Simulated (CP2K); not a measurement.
Input of a CP2K 2026.2 run:

File ge_scf.inp:

```
&GLOBAL
  PROJECT ge_scf
  RUN_TYPE ENERGY_FORCE
  PRINT_LEVEL LOW
&END GLOBAL
&FORCE_EVAL
  METHOD QS
  STRESS_TENSOR ANALYTICAL
  &DFT
    BASIS_SET_FILE_NAME BASIS_MOLOPT_UZH
    POTENTIAL_FILE_NAME POTENTIAL_UZH
    &MGRID
      CUTOFF 450
      REL_CUTOFF 60
      NGRIDS 5
    &END MGRID
    &QS
      METHOD GPW
      EPS_DEFAULT 1.0E-10
    &END QS
    &KPOINTS
      SCHEME MONKHORST-PACK 8 8 4
      GAMMA_CENTERED T
      SYMMETRY T
      SYMMETRY_BACKEND SPGLIB
    &END KPOINTS
    &SCF
      SCF_GUESS ATOMIC
      EPS_SCF 1.0E-6
      MAX_SCF 100
      ADDED_MOS 14
      CHOLESKY OFF
      EPS_EIGVAL 1.0E-7
      &DIAGONALIZATION ON
        ALGORITHM STANDARD
      &END DIAGONALIZATION
      &MIXING ON
        METHOD BROYDEN_MIXING
        ALPHA 0.4
        BETA 1.5
        NBUFFER 8
      &END MIXING
      &SMEAR ON
        METHOD GAUSSIAN
        SIGMA [eV] 0.1
      &END SMEAR
    &END SCF
    &XC
      &XC_FUNCTIONAL PBE
      &END XC_FUNCTIONAL
    &END XC
    &PRINT
      &KPOINTS ON
      &END KPOINTS
      &MULLIKEN ON
      &END MULLIKEN
      &MO ON
        ENERGIES T
        OCCUPATION_NUMBERS T
        &EACH
          QS_SCF 0
        &END EACH
        ADD_LAST NUMERIC
      &END MO
      &LOWDIN ON
      &END LOWDIN
      &HIRSHFELD ON
        SHAPE_FUNCTION DENSITY
      &END HIRSHFELD
      &E_DENSITY_CUBE ON
        STRIDE 1
      &END E_DENSITY_CUBE
      &V_HARTREE_CUBE ON
        STRIDE 1
      &END V_HARTREE_CUBE
      &ELF_CUBE ON
        STRIDE 1
      &END ELF_CUBE
    &END PRINT
  &END DFT
  &SUBSYS
    &CELL
      A 3.9975858431 0.0000000000 0.0000000000
      B -1.9987929216 3.4620108940 0.0000000000
      C 0.0000000000 0.0000000000 6.5993779500
      PERIODIC XYZ
    &END CELL
    &COORD
      SCALED
      Ge  0.3333333333 0.6666666667 0.9370987500
      Ge  0.6666666667 0.3333333333 0.4370987500
      Ge  0.3333333333 0.6666666667 0.5629012500
      Ge  0.6666666667 0.3333333333 0.0629012500
    &END COORD
    &KIND Ge
      BASIS_SET TZVP-MOLOPT-PBE-GTH-q4
      POTENTIAL GTH-PBE-q4
    &END KIND
    &PRINT
      &ATOMIC_COORDINATES ON
      &END ATOMIC_COORDINATES
      &CELL ON
      &END CELL
      &SYMMETRY ON
      &END SYMMETRY
    &END PRINT
  &END SUBSYS
  &PRINT
    &FORCES ON
    &END FORCES
    &STRESS_TENSOR ON
    &END STRESS_TENSOR
  &END PRINT
&END FORCE_EVAL
```

Potentials or basis: POTENTIAL_UZH Ge GTH-PBE-q4; TZVP-MOLOPT-PBE-GTH basis.

Launch:

```bash
$ OMP_NUM_THREADS=1 cp2k.psmp -i ge_scf.inp -o ge_scf.out
```

What does it give for the band gap on the k mesh?

0.13 eV, direct.

Estimate the largest force.

0.026 eV/Å.

What does it give for the pressure?

3.3 GPa.

Forces on the atoms (eV/Å):
```
Ge   0.000  0.000 -0.026
Ge   0.000  0.000 -0.026
Ge   0.000  0.000  0.026
Ge   0.000  0.000  0.026
```

Caveat: the basis of atomic orbitals isn't converged, which shifts pressures, moduli and gaps. A k mesh can miss the band edges.
